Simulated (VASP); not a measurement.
# Zr (P6_3/mmc) in VASP: further runs, part 2 of 2

VASP 6.6.1. Earlier steps stand in the parts before.

## Step 3: Relaxation of cell and atoms, PBE+D3(BJ)

This run uses another cell than the first one, of 22.45 Å³/atom, 0.964 times its volume.

Contents of INCAR:

```
SYSTEM = Zr
PREC = Accurate ; ENCUT = 600
EDIFF = 1E-7 ; ISMEAR = 1
SIGMA = 0.1 ; LREAL = .FALSE.
LASPH = .TRUE. ; NELM = 80
ALGO = Normal ; ISIF = 3
LWAVE = .FALSE. ; LCHARG = .FALSE.
GGA = PE ; IVDW = 12
IBRION = 2 ; NSW = 90
EDIFFG = -0.005
```

Contents of KPOINTS:

```
regular mesh
0
G
  15 15 7
  0 0 0
```

Contents of POSCAR:

```
Zr                                      
1.0
    3.1850359687      0.0000000000      0.0000000000
   -1.5925179844      2.7583220609      0.0000000000
    0.0000000000     -0.0000000000      5.1097541895
  Zr            
     2
Direct
     0.3333333332999970    0.6666666667000030    0.2500000000000000
     0.6666666667000030    0.3333333332999970    0.7500000000000000
```

Potentials or basis: VASP PAW PBE potentials, release 64 (Zr_sv).

Command:

```sh
$ cat potpaw_PBE.64/Zr_sv/POTCAR > POTCAR
$ mpirun -np 1 vasp_std > vasp.out
```

OUTCAR:

```text
SYSTEM = Zr
   PREC = Accurate
   ENCUT = 600
   EDIFF = 1E-7
   ISMEAR = 1
   LREAL = .FALSE.
   LASPH = .TRUE.
   NELM = 80
   ISIF = 3
   GGA = PE
   IVDW = 12
   IBRION = 2
   NSW = 90
   EDIFFG = -0.005
 IVDW          = 12

 ion  position               nearest neighbor table
   1  0.333  0.667  0.250-   2 3.15   2 3.15   2 3.15   2 3.15   2 3.15   2 3.15
   2  0.667  0.333  0.750-   1 3.15   1 3.15   1 3.15   1 3.15   1 3.15   1 3.15

  LATTYP: Found a hexagonal cell.
 ALAT       =     3.1850359687
 C/A-ratio  =     1.6043003092

  Lattice vectors:

 A1 = (   3.1850359687,   0.0000000000,   0.0000000000)
 A2 = (  -1.5925179844,   2.7583220609,   0.0000000000)
 A3 = (   0.0000000000,   0.0000000000,   5.1097541895)

Analysis of symmetry for initial positions (statically):
[... 256 lines left out ...]
--------------------------------------- Ionic step        3  -------------------------------------------

 number of electron      24.0000000 magnetization

 Free energy of the ion-electron system (eV)
  ---------------------------------------------------
  ext. energy  EPLUGINS =         0.00000000
  ---------------------------------------------------
  free energy    TOTEN  =       -17.01893074 eV

  energy without entropy =      -17.01971830  energy(sigma->0) =      -17.01919326

 E-fermi :   9.4167     XC(G=0): -11.2478

 val. band max:        9.4158842025   @ k =   0.2667   0.2667   0.2857
 cond. band min:       9.4173234713   @ k =   0.3333   0.3333   0.4286
 fundamental gap:      0.0014392688
 Fermi energy:         9.4166557347

 k-point     1 :       0.0000    0.0000    0.0000
  band No.  band energies     occupation
      1     -39.3661      2.00000
      2     -39.1915      2.00000
      3     -17.9484      2.00000
      4     -16.9748      2.00000
      5     -16.9748      2.00000
      6     -16.8353      2.00000
[... 433 lines left out ...]
      3     -17.6886      2.00000
      4     -17.5058      2.00000
      5     -17.3890      2.00000
      6     -17.3589      2.00000
[... 8 lines left out ...]
     15      11.0597     -0.00000
     16      13.7579      0.00000

 [... further k-points ...]

------------------------ aborting loop because EDIFF is reached ----------------------------------------

 Edisp (eV)   -1.09728

 E8    (eV) :    -0.5636
[... 25 lines left out ...]
  FREE ENERGIE OF THE ION-ELECTRON SYSTEM (eV)
  ---------------------------------------------------
  free  energy   TOTEN  =       -18.1162148892 eV

  energy  without entropy=      -18.1170024551  energy(sigma->0) =      -18.11647741

 reached required accuracy - stopping structural energy minimisation
```

Run time: 95 s. Hardware: 1 thread of Intel Xeon 6975P-C (Granite Rapids), shared host; peak memory 0.24 GiB.

Results:

```
Free energy                            : -18.1162 eV
Relaxed volume                         : 22.45 Å³/atom
Relaxed cell                           : a = 3.185 Å, b = 3.185 Å, c = 5.110 Å, α = 90.00°, β = 90.00°, γ = 120.00°
Space group after relaxing (to 0.05 Å) : P6_3/mmc (No. 194)
Energy gained by relaxing              : 0.0 meV/atom
Ionic steps                            : 3
Pressure after relaxing                : 0.0 GPa
Band gap on the k mesh                 : none (metal or under the smearing width)
Dispersion energy per atom             : -0.549 eV
```

Final structure:
```
CELL_PARAMETERS angstrom
3.18536 0.00000 0.00000
-1.59268 2.75860 0.00000
0.00000 0.00000 5.11045
ATOMIC_POSITIONS crystal
Zr 0.33333 0.66667 0.25000
Zr 0.66667 0.33333 0.75000
```

Levels at points of the mesh, in eV from the Fermi level:
```tsv
k point	band 8	band 9	band 10	band 11	band 12	band 13	band 14	band 15	band 16
(0.00, 0.00, 0.00)	-26.24	-5.73	-3.15	0.87	0.87	0.95	1.24	1.58	1.58
```

Caveat: pairwise dispersion overbinds metals, which lowers pressure and volume.

## Step 4: Relaxation of shape and atoms at fixed volume, PBE+D3(BJ) (a relaxed cell with its volume scaled by 0.94)

Contents of INCAR:

```
SYSTEM = Zr
PREC = Accurate ; ENCUT = 600
EDIFF = 1E-7 ; ISMEAR = 1
SIGMA = 0.1 ; LREAL = .FALSE.
LASPH = .TRUE. ; NELM = 80
ALGO = Normal ; ISIF = 4
LWAVE = .FALSE. ; LCHARG = .FALSE.
GGA = PE ; IVDW = 12
IBRION = 2 ; NSW = 40
EDIFFG = -0.01
```

KPOINTS is that of step 3.

Contents of POSCAR:

```
Zr                                      
1.0
    3.1203337532     -0.0000000000      0.0000000000
   -1.5601668767      2.7022882986     -0.0000000000
    0.0000000000      0.0000000000      5.0061270063
  Zr            
     2
Direct
     0.3333333332999970    0.6666666667000030    0.2500000000000000
     0.6666666667000030    0.3333333332999970    0.7500000000000000
```

Command:

```sh
$ cat potpaw_PBE.64/Zr_sv/POTCAR > POTCAR
$ mpirun -np 1 vasp_std > vasp.out
```

Wall time 79 s (1 thread of Intel Xeon 6975P-C (Granite Rapids), shared host); peak memory 0.23 GiB.

The run converged. Its results:

- Free energy: -18.0608 eV
- Energy gained by relaxing: 0.2 meV/atom
- Ionic steps: 3
- Pressure after relaxing: 6.7 GPa
- Band gap on the k mesh: none (metal or under the smearing width)
- Dispersion energy per atom: -0.585 eV

Step by step:
| step | energy change (eV) | largest force (eV/Å) | pressure (GPa) |
| --- | --- | --- | --- |
| 1 | 0.0000 | 0.0000 | 6.79 |
| 2 | -0.0004 | 0.0000 | 6.73 |
| 3 | -0.0005 | 0.0000 | 6.70 |

Final structure:
```
Zr
1.0
     3.11265    0.00000    0.00000
    -1.55633    2.69564    0.00000
     0.00000    0.00000    5.03087
Zr
2
Direct
  0.33333 0.66667 0.25000
  0.66667 0.33333 0.75000
```

Levels at points of the mesh, in eV from the Fermi level:
```
           k point  band 10  band 11  band 12  band 13  band 14  band 15
(0.00, 0.00, 0.00)    -3.32     0.88     0.88     0.90     1.45     1.64
```

Caveat: pairwise dispersion overbinds metals, which lowers pressure and volume.

## Step 5: Relaxation of shape and atoms at fixed volume, PBE+D3(BJ) (a relaxed cell with its volume scaled by 0.96)

INCAR is that of step 4.

KPOINTS is that of step 4.

Contents of POSCAR:

```
Zr                                      
1.0
    3.1423086586     -0.0000000000      0.0000000000
   -1.5711543294      2.7213191249     -0.0000000000
    0.0000000000      0.0000000000      5.0413825834
  Zr            
     2
Direct
     0.3333333332999970    0.6666666667000030    0.2500000000000000
     0.6666666667000030    0.3333333332999970    0.7500000000000000
```

Command:

```sh
$ cat potpaw_PBE.64/Zr_sv/POTCAR > POTCAR
$ mpirun -np 1 vasp_std > vasp.out
```

Run time: 76 s. Hardware: 1 thread of Intel Xeon 6975P-C (Granite Rapids), shared host; peak memory 0.23 GiB.

The run converged. Its results:

* Free energy: -18.0920 eV
* Energy gained by relaxing: 0.1 meV/atom
* Ionic steps: 3
* Pressure after relaxing: 4.3 GPa
* Band gap on the k mesh: none (metal or under the smearing width)
* Dispersion energy per atom: -0.573 eV

The path:
| step | energy change (eV) | largest force (eV/Å) | pressure (GPa) |
| --- | --- | --- | --- |
| 1 | 0.0000 | 0.0000 | 4.35 |
| 2 | -0.0001 | 0.0000 | 4.32 |
| 3 | -0.0002 | 0.0000 | 4.31 |

Final structure:
```xyz
2
Lattice="3.1381 0.0000 0.0000 -1.5691 2.7177 0.0000 0.0000 0.0000 5.0549" Properties=species:S:1:pos:R:3 pbc="T T T"
Zr    0.0000    1.8118    1.2637
Zr    1.5691    0.9059    3.7912
```

Levels at points of the mesh, in eV from the Fermi level:
```csv
k point,band 8,band 9,band 10,band 11,band 12,band 13,band 14,band 15,band 16
"(0.00, 0.00, 0.00)",-26.10,-5.79,-3.26,0.88,0.88,0.92,1.39,1.62,1.62
```

Caveat: pairwise dispersion overbinds metals, which lowers pressure and volume.

## Step 6: Summary

```tsv
task	cell	gap on the mesh (eV)	pressure (GPa)
relaxation of cell and atoms	relaxed	none	0.0
relaxation of shape and atoms at fixed volume	atoms relaxed at fixed volume from: a relaxed cell with its volume scaled by 0.94	none	6.7
relaxation of shape and atoms at fixed volume	atoms relaxed at fixed volume from: a relaxed cell with its volume scaled by 0.96	none	4.3
```

Alike in all rows: level PBE+D3(BJ); potentials or basis VASP PAW PBE potentials, release 64 (Zr_sv); no spin polarisation; k mesh 15 × 15 × 7; cutoff (eV) 600; smearing methfessel-paxton 0.1 eV.

Caveats: pairwise dispersion overbinds metals, which lowers pressure and volume.

Absolute energies hang on the potentials; compare differences alone.
